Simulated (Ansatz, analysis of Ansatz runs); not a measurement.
**A hop of O in TiO2 (I4_1/amd), charge +2**

Wanted: path and barrier of a jump of O in TiO2 (I4_1/amd) at charge +2. The case: V_O hop (2.5 Å), in a cell of 48 host atoms with 1 O taken out.

Method: plane-wave PAW DFT, PBEsol; nudged elastic band between two relaxed defect structures at fixed charge in a uniform background, in Ansatz 0.2.0.

## (1) Starting point

The cell holds 47 atoms: 16 Ti and 31 O. Cell: a = 7.538 Å, b = 7.538 Å, c = 9.558 Å, α = 90.0°, β = 90.0°, γ = 90.0°. It derives from TiO2 (space group I4_1/amd). Nearest the centre at fractional (0.375, 0.250, 0.375): O12 at 1.23 Å, Ti27 at 1.52 Å, Ti2 at 1.52 Å, O30 at 2.65 Å, O42 at 2.65 Å, O10 at 2.65 Å, O22 at 2.65 Å, O35 at 2.93 Å. The cell carries charge +2.

The cell's shortest repeat is 7.5 Å.

## (2) Relaxation of the start point, charge +2

A barrier is counted from a minimum, so both ends are relaxed first. Small random displacements break the symmetry of the ideal sites, so that the defect can distort if it gains by it. The charge of +2 is set by the electron count, and a uniform background keeps the cell neutral.

qp2_c48k1s.start/input.yaml

```yaml
crystal:
  lattice:
    - [7.53758642, 0.0, 0.0]
    - [0.0, 7.53758642, 0.0]
    - [0.0, 0.0, 9.55830747]
  atoms:
    - { symbol: Ti, position: [0.0, 0.0, 0.0] }
    - { symbol: Ti, position: [0.25, 0.25, 0.5] }
    - { symbol: Ti, position: [0.0, 0.25, 0.25] }
    - { symbol: Ti, position: [0.25, 0.0, 0.75] }
    - { symbol: O, position: [0.0, 0.25, 0.45743051] }
    - { symbol: O, position: [0.25, 0.0, 0.95743051] }
    - { symbol: O, position: [0.0, 0.0, 0.20743051] }
    - { symbol: O, position: [0.25, 0.25, 0.70743051] }
    - { symbol: O, position: [0.0, 0.25, 0.04256949] }
    - { symbol: O, position: [0.25, 0.0, 0.54256949] }
    - { symbol: O, position: [0.0, 0.0, 0.79256949] }
    - { symbol: O, position: [0.25, 0.25, 0.29256949] }
    - { symbol: Ti, position: [0.0, 0.5, 0.0] }
    - { symbol: Ti, position: [0.25, 0.75, 0.5] }
    - { symbol: Ti, position: [0.0, 0.75, 0.25] }
    - { symbol: Ti, position: [0.25, 0.5, 0.75] }
    - { symbol: O, position: [0.0, 0.75, 0.45743051] }
    - { symbol: O, position: [0.25, 0.5, 0.95743051] }
    - { symbol: O, position: [0.0, 0.5, 0.20743051] }
    - { symbol: O, position: [0.25, 0.75, 0.70743051] }
    - { symbol: O, position: [0.0, 0.75, 0.04256949] }
    - { symbol: O, position: [0.25, 0.5, 0.54256949] }
    - { symbol: O, position: [0.0, 0.5, 0.79256949] }
    - { symbol: O, position: [0.25, 0.75, 0.29256949] }
    - { symbol: Ti, position: [0.5, 0.0, 0.0] }
    - { symbol: Ti, position: [0.75, 0.25, 0.5] }
    - { symbol: Ti, position: [0.5, 0.25, 0.25] }
    - { symbol: Ti, position: [0.75, 0.0, 0.75] }
    - { symbol: O, position: [0.75, 0.0, 0.95743051] }
    - { symbol: O, position: [0.5, 0.0, 0.20743051] }
    - { symbol: O, position: [0.75, 0.25, 0.70743051] }
    - { symbol: O, position: [0.5, 0.25, 0.04256949] }
    - { symbol: O, position: [0.75, 0.0, 0.54256949] }
    - { symbol: O, position: [0.5, 0.0, 0.79256949] }
    - { symbol: O, position: [0.75, 0.25, 0.29256949] }
    - { symbol: Ti, position: [0.5, 0.5, 0.0] }
    - { symbol: Ti, position: [0.75, 0.75, 0.5] }
    - { symbol: Ti, position: [0.5, 0.75, 0.25] }
    - { symbol: Ti, position: [0.75, 0.5, 0.75] }
    - { symbol: O, position: [0.5, 0.75, 0.45743051] }
    - { symbol: O, position: [0.75, 0.5, 0.95743051] }
    - { symbol: O, position: [0.5, 0.5, 0.20743051] }
    - { symbol: O, position: [0.75, 0.75, 0.70743051] }
    - { symbol: O, position: [0.5, 0.75, 0.04256949] }
    - { symbol: O, position: [0.75, 0.5, 0.54256949] }
    - { symbol: O, position: [0.5, 0.5, 0.79256949] }
    - { symbol: O, position: [0.75, 0.75, 0.29256949] }
total_charge: 2
basis:
  ecutwfc: 420
  xc_grid: 2
hamiltonian:
  xc: pbesol
kpoints:
  mp_grid: { grid: [1, 1, 1], shift: [0.25, 0.25, 0.25] }
scf:
  occupations: { method: fixed }
  max_iter: 100
output:
  forces: true
relax:
  f_tol: 0.02
  max_steps: 70
  random_displacement: { amplitude: 0.03, seed: 8594 }
```

Launch:

```bash
$ ansatz run input.yaml --threads 32 --pin off --max-ram 84787MiB --backend cuda --events-out ev --progress --plain --runs-dir out --max-vram 78GiB
```

Numbers of over 12 decimals in the logs are rounded to 6 here.

The log of the run:

```text
[... repeated set-up lines and file paths are left out, and long positions are rounded to six places ...]
The last accepted step is kept in <dir> (removed where the run ends without a failure and the disk answers)
Engine: ansatz 0.2.0, aarch64-unknown-linux-gnu
Pseudopotentials: kind: paw
Pseudopotential: Ti, paw, valence charge 12, recommended cutoff 420 eV (normal), Ti.paw.azcp
Pseudopotential: O, paw, valence charge 6, recommended cutoff 420 eV (normal), O.paw.azcp
Functional definition: PBEsol
  exchange = pbesol_x
  correlation = pbesol_c
[...]
Crystal: 47 atoms, lattice volume = 543.057 Å³
Basis set: ecut = 420 eV, 10615 PW (Γ), exchange–correlation on 108×108×128 points (8 copies of the dense FFT grid, shifted against one another)
Bands: 235, of which v1, the nominal top of the filled ones, is band 188 counted from 1 (187 counted from 0)
Symmetry: 1 space group operations
k-points: 1
Non-local potential: Ti, projectors of the file, l = 0: 3, l = 1: 2, l = 2: 3, l = 3: 1
Non-local potential: O, projectors of the file, l = 0: 2, l = 1: 2, l = 2: 1
PAW form: soft (Blöchl's): semilocal exchange-correlation on the pseudo side does not see the compensation charge
PAW frozen core: Ti, regenerated for the run's functional, and the local potential with it (the file was generated under x = pbe(κ = 0.804, μ = 0.219515), c = pbe(β = 0.066725))
PAW frozen core: O, regenerated for the run's functional, and the local potential with it (the file was generated under x = pbe(κ = 0.804, μ = 0.219515), c = pbe(β = 0.066725))
PAW one-centre angular grid: Ti, 590 points (default); XC on 64 Gauss nodes
PAW one-centre angular grid: O, 110 points (default); XC on 64 Gauss nodes
Initial density: superposition of atomic densities (neutral atoms scaled as one to the charged cell's electrons: chi_scale 0, normalization atom), corrected by the library's trained network
Initial wavefunctions: pseudopotential atomic-orbital guess
[...]
Functional: x = pbesol(κ = 0.804, μ = 0.123457), c = pbesol(β = 0.046)
SCF iter   1: F=—  HF=-57051.960735 eV  |F-HF|=—  |Δ(HF+E_count)|=         —  Δρ=1.91e-2  dr2=4.50e0  ethr=1.77e-3  ⟨swp⟩=4.0  Hψ=717  notcnv=0  defer=43
preconditioner: auto → Resta (q_TF=auto, 2.566 Å⁻¹)  ε∞=8.2  [insulator: Δε(μ)=1.636 eV  Ē_g=9.360 eV  n_scr=138 (ndim 8)  ℏωp=25.1 eV  f_vac=0.101  ε∞_Penn≈8.2]
SCF iter   2: F=—  HF=-57051.279197 eV  |F-HF|=—  |Δ(HF+E_count)|=   6.82e-1  Δρ=1.04e-2  dr2=1.19e0  ethr=1.20e-3  ⟨swp⟩=2.0  Hψ=348  notcnv=0  defer=45
[...]
SCF iter  11: F=-57050.989291 eV  HF=-57050.989291 eV  |F-HF|=2.66e-7  |Δ(HF+E_count)|=   1.89e-6  Δρ=1.81e-5  dr2=2.31e-6  ethr=2.66e-9  ⟨swp⟩=4.0  Hψ=651  notcnv=0
SCF 1 converged in 11 iterations: F = -57050.989291 eV  dr2 = 2.31e-6
  greatest PAW one-centre occupation: 0.999 electrons in one spin orbital (limit 2), on the Ti atom at site 38 (counted from 0), in its partial waves of l = 0
relax step   1: F+E_penalty+E_count = -57050.98929150 eV  Δ(F+E_penalty+E_count) = +0.000e0 eV  max|allowed force component| = 5.557e0 eV/Å  Δτ_max = 0.0000 Å  (11 SCF iters, dr2 threshold 1.00e-5 eV, accepted)
[... the SCF cycles and remarks between the steps are left out from here to the last step ...]
relax step   2: F+E_penalty+E_count = -57053.24952576 eV  Δ(F+E_penalty+E_count) = -2.260e0 eV  max|allowed force component| = 1.858e0 eV/Å  Δτ_max = 0.1843 Å  (7 SCF iters, dr2 threshold 1.00e-4 eV, accepted)
relax step   3: F+E_penalty+E_count = -57053.79517075 eV  Δ(F+E_penalty+E_count) = -5.456e-1 eV  max|allowed force component| = 5.345e-1 eV/Å  Δτ_max = 0.2000 Å  (8 SCF iters, dr2 threshold 1.00e-4 eV, accepted)
relax step   4: F+E_penalty+E_count = -57053.83577123 eV  Δ(F+E_penalty+E_count) = -4.060e-2 eV  max|allowed force component| = 1.949e-1 eV/Å  Δτ_max = 0.0862 Å  (7 SCF iters, dr2 threshold 2.36e-5 eV, accepted)
relax step   5: F+E_penalty+E_count = -57053.84517855 eV  Δ(F+E_penalty+E_count) = -9.407e-3 eV  max|allowed force component| = 3.391e-2 eV/Å  Δτ_max = 0.0594 Å  (7 SCF iters, dr2 threshold 3.14e-6 eV, accepted)
relax step   6: F+E_penalty+E_count = -57053.84615708 eV  Δ(F+E_penalty+E_count) = -9.785e-4 eV  max|allowed force component| = 2.457e-2 eV/Å  Δτ_max = 0.0114 Å  (7 SCF iters, accepted)
relax step   7: F+E_penalty+E_count = -57053.84651525 eV  Δ(F+E_penalty+E_count) = -3.582e-4 eV  max|allowed force component| = 2.597e-2 eV/Å  Δτ_max = 0.0132 Å  (8 SCF iters, accepted)
[...]
relax step   8: F+E_penalty+E_count = -57053.84701525 eV  Δ(F+E_penalty+E_count) = -5.000e-4 eV  max|allowed force component| = 1.360e-2 eV/Å  Δτ_max = 0.0233 Å  (8 SCF iters, accepted)
[...]
[... 6 atoms left out ...]
  atom  42  O     -0.00254871     0.00061017    -0.00609815
  [... 5 atoms left out ...]
  max |Σ_I F_I| component: 1.08e-4 eV/Å
--- Relaxed structure (8 steps of the walk, 8 accepted, 0 SCFs on fresh bases) ---
  F+E_penalty+E_count = -57053.84701525 eV   max|allowed force component| = 1.360e-2 eV/Å
  atoms:
    - { symbol: Ti, position: [-0.000194, -0.003531, -0.000648] }
    - { symbol: Ti, position: [0.229974, 0.249681, 0.512020] }
    - { symbol: Ti, position: [0.014440, 0.249308, 0.245230] }
    [... 1 atom left out ...]
    - { symbol: O, position: [9.81155630180417e-5, 0.250497, 0.462031] }
    [... 4 atoms left out ...]
    - { symbol: O, position: [0.269313, 0.004425, 0.541080] }
    [... 1 atom left out ...]
    - { symbol: O, position: [0.266635, 0.249240, 0.309234] }
    [... 9 atoms left out ...]
    - { symbol: O, position: [0.269943, 0.494738, 0.540777] }
    [... 4 atoms left out ...]
    - { symbol: Ti, position: [0.498722, 0.249910, 0.224619] }
    [... 2 atoms left out ...]
    - { symbol: O, position: [0.495631, -0.001874, 0.202879] }
    [... 4 atoms left out ...]
    - { symbol: O, position: [0.719259, 0.249302, 0.314800] }
    [... 6 atoms left out ...]
    - { symbol: O, position: [0.495399, 0.501054, 0.203136] }
    [... 5 atoms left out ...]
```

Run time: 3.2 s. Hardware: 1 × NVIDIA GB200 with 32 threads of Arm Neoverse V2, shared host; peak memory 1.2 GiB; 14 s of CPU time.

Step by step:

| step | energy less that of the first step (eV) | largest force component (eV/Å) |
| --- | --- | --- |
| 1 | 0.0000 | 5.5566 |
| 2 | -2.2602 | 1.8579 |
| 3 | -2.8059 | 0.5345 |
| 4 | -2.8465 | 0.1949 |
| 5 | -2.8559 | 0.0339 |
| 6 | -2.8569 | 0.0246 |
| 7 | -2.8572 | 0.0260 |
| 8 | -2.8577 | 0.0136 |

The atoms that moved most (Å, from the sites as typed, ahead of the random displacement, the mean shift of all atoms taken out):

| atom | dx | dy | dz | length |
| --- | --- | --- | --- | --- |
| O35 | -0.231 | -0.002 | 0.208 | 0.311 |
| Ti27 | -0.009 | 0.002 | -0.247 | 0.247 |
| O12 | 0.126 | -0.003 | 0.155 | 0.200 |
| Ti2 | -0.150 | 0.001 | 0.110 | 0.186 |
| O22 | 0.151 | -0.037 | -0.022 | 0.157 |
| Ti26 | 0.138 | 0.003 | 0.071 | 0.155 |
| O10 | 0.146 | 0.036 | -0.019 | 0.152 |
| O45 | -0.139 | -0.030 | -0.010 | 0.143 |

Neighbours of O12 at the end:

| atom | distance (Å) |
| --- | --- |
| Ti27 | 1.927 |
| Ti2 | 1.958 |
| Ti3 | 1.997 |
| O5 | 2.484 |
| O30 | 2.756 |
| O42 | 2.758 |
| O10 | 2.884 |
| O22 | 2.885 |
| O7 | 2.906 |
| O19 | 2.908 |

Read from the output:

```yaml
free_energy: -57053.8470 eV
r_m_s_move_of_the_farther_half_of_the_atoms: 0.03706 Å
largest_move_from_the_ideal_geometry_of_this_structure_a_common_shift_of_the_far_atoms_taken_out: 0.3097 Å
```

The relaxation gained 2.858 eV and ended with a largest force component of 0.014 eV/Å.

## (3) Relaxation of the end point, charge +2

The end point is relaxed in the same cell and settings, so that the two energies compare. Atoms more than 3.2 Å from the middle of the hop start where the first relaxation left them, the nearer ones on or close to their ideal places, with small random displacements.

qp2_c48k1s.end/input.yaml

```yaml
crystal:
  lattice:
    - [7.53758642, 0.0, 0.0]
    - [0.0, 7.53758642, 0.0]
    - [0.0, 0.0, 9.55830747]
  atoms:
    - { symbol: Ti, position: [-0.00066526, -0.00309706, -0.00102066] }
    - { symbol: Ti, position: [0.25, 0.25, 0.5] }
    - { symbol: Ti, position: [0.0, 0.25, 0.25] }
[... 1 atom line left out ...]
    - { symbol: O, position: [0.0, 0.25, 0.45743051] }
[... 2 atom lines left out ...]
    - { symbol: O, position: [0.24696889, 0.24983032, 0.71053704] }
[... 1 atom line left out ...]
    - { symbol: O, position: [0.25, 0.0, 0.54256949] }
[... 1 atom line left out ...]
    - { symbol: O, position: [0.5, 0.25, 0.457152] }
[... 9 atom lines left out ...]
    - { symbol: O, position: [0.25, 0.5, 0.54256949] }
[... 3 atom lines left out ...]
    - { symbol: Ti, position: [0.75, 0.25, 0.5] }
    - { symbol: Ti, position: [0.5, 0.25, 0.25] }
[... 2 atom lines left out ...]
    - { symbol: O, position: [0.5, 0.0, 0.20743051] }
[... 4 atom lines left out ...]
    - { symbol: O, position: [0.75, 0.25, 0.29256949] }
[... 6 atom lines left out ...]
    - { symbol: O, position: [0.5, 0.5, 0.20743051] }
[... 4 atom lines left out ...]
    - { symbol: O, position: [0.74850654, 0.74917977, 0.29220435] }
total_charge: 2
basis:
  ecutwfc: 420
  xc_grid: 2
hamiltonian:
  xc: pbesol
kpoints:
  mp_grid: { grid: [1, 1, 1], shift: [0.25, 0.25, 0.25] }
scf:
  occupations: { method: fixed }
  max_iter: 100
output:
  forces: true
relax:
  f_tol: 0.02
  max_steps: 70
  random_displacement: { amplitude: 0.01, seed: 8594 }
```

The log of the run:

```text
[...]
Crystal: 47 atoms, lattice volume = 543.057 Å³
Basis set: ecut = 420 eV, 10615 PW (Γ), exchange–correlation on 108×108×128 points (8 copies of the dense FFT grid, shifted against one another)
Bands: 235, of which v1, the nominal top of the filled ones, is band 188 counted from 1 (187 counted from 0)
Symmetry: 1 space group operations
k-points: 1
[...]
SCF iter   1: F=—  HF=-57052.037841 eV  |F-HF|=—  |Δ(HF+E_count)|=         —  Δρ=1.86e-2  dr2=3.99e0  ethr=1.77e-3  ⟨swp⟩=4.0  Hψ=719  notcnv=0  defer=42
[...]
SCF iter   2: F=—  HF=-57051.445775 eV  |F-HF|=—  |Δ(HF+E_count)|=   5.92e-1  Δρ=1.02e-2  dr2=1.08e0  ethr=1.06e-3  ⟨swp⟩=2.0  Hψ=348  notcnv=0  defer=44
[...]
SCF iter  11: F=-57051.192350 eV  HF=-57051.192350 eV  |F-HF|=4.22e-7  |Δ(HF+E_count)|=   2.81e-6  Δρ=1.91e-5  dr2=2.69e-6  ethr=2.66e-9  ⟨swp⟩=4.0  Hψ=697  notcnv=0
SCF 1 converged in 11 iterations: F = -57051.192350 eV  dr2 = 2.69e-6
[...]
[... 6 atoms left out ...]
  atom  42  O     -0.00080236    -0.00368752     0.00047699
  [... 5 atoms left out ...]
  max |Σ_I F_I| component: 3.24e-5 eV/Å
--- Relaxed structure (6 steps of the walk, 6 accepted, 0 SCFs on fresh bases) ---
  F+E_penalty+E_count = -57053.84573340 eV   max|allowed force component| = 1.653e-2 eV/Å
  atoms:
    - { symbol: Ti, position: [-0.001084, -0.002225, -0.001090] }
    - { symbol: Ti, position: [0.248872, 0.249774, 0.525445] }
    - { symbol: Ti, position: [-0.019794, 0.249338, 0.240719] }
    [... 1 atom left out ...]
    - { symbol: O, position: [0.018387, 0.250249, 0.439942] }
    [... 4 atoms left out ...]
    - { symbol: O, position: [0.247958, -0.001380, 0.546890] }
    [... 1 atom left out ...]
    - { symbol: O, position: [0.476674, 0.250312, 0.438932] }
    [... 9 atoms left out ...]
    - { symbol: O, position: [0.247783, 0.501255, 0.546983] }
    [... 4 atoms left out ...]
    - { symbol: Ti, position: [0.517752, 0.249399, 0.241712] }
    [... 2 atoms left out ...]
    - { symbol: O, position: [0.480134, 0.004162, 0.209354] }
    [... 4 atoms left out ...]
    - { symbol: O, position: [0.749251, 0.248715, 0.287137] }
    [... 6 atoms left out ...]
    - { symbol: O, position: [0.480773, 0.495466, 0.208923] }
    [... 5 atoms left out ...]
[key lines of the parts left out:]
SCF converged after 7 iterations
```

Wall time 3.2 s (1 × NVIDIA GB200 with 32 threads); peak memory 1.2 GiB; 11 s of CPU time.

The steps of the relaxation:

| step | energy less that of the first step (eV) | largest force component (eV/Å) |
| --- | --- | --- |
| 1 | 0.0000 | 5.6717 |
| 2 | -2.1253 | 1.8754 |
| 3 | -2.5628 | 0.9404 |
| 4 | -2.6415 | 0.2415 |
| 5 | -2.6527 | 0.0333 |
| 6 | -2.6534 | 0.0165 |

The atoms that moved most (Å, from the sites as typed, ahead of the random displacement):

| atom | dx | dy | dz | length |
| --- | --- | --- | --- | --- |
| O12 | -0.176 | 0.003 | -0.176 | 0.248 |
| Ti2 | -0.008 | -0.001 | 0.242 | 0.242 |
| O5 | 0.139 | 0.003 | -0.169 | 0.219 |
| O7 | 0.180 | 0.006 | -0.032 | 0.182 |
| Ti3 | -0.149 | -0.004 | -0.090 | 0.174 |
| O19 | 0.167 | -0.006 | -0.025 | 0.169 |
| Ti27 | 0.134 | -0.004 | -0.081 | 0.157 |
| O30 | -0.149 | 0.032 | 0.017 | 0.154 |

Neighbours of O12 at the end:

| atom | distance (Å) |
| --- | --- |
| Ti2 | 1.906 |
| Ti27 | 1.910 |
| Ti26 | 2.169 |
| O35 | 2.515 |
| O22 | 2.761 |
| O10 | 2.763 |
| O42 | 2.872 |
| O30 | 2.874 |
| O45 | 2.921 |
| O33 | 2.923 |

Read from the output:

```
free energy                                                                                       : -57053.8457 eV
r.m.s. move of the farther half of the atoms                                                      : 0.03360 Å
largest move from the ideal geometry of this structure, a common shift of the far atoms taken out : 0.2462 Å
```

The relaxation gained 2.653 eV and ended with a largest force component of 0.017 eV/Å. The end lies 0.001 eV above the start.

[end of part 1 of 2]

[Logs are printed without paths, hosts, clocks, repeated set-up lines and the standing remarks that a program may print on its own settings, such as how far it seeks lower states.]

[Hosts, paths, dates, database ids (printed as entryN), source tags and the programs' standing remarks are cut or masked in the printed files.]
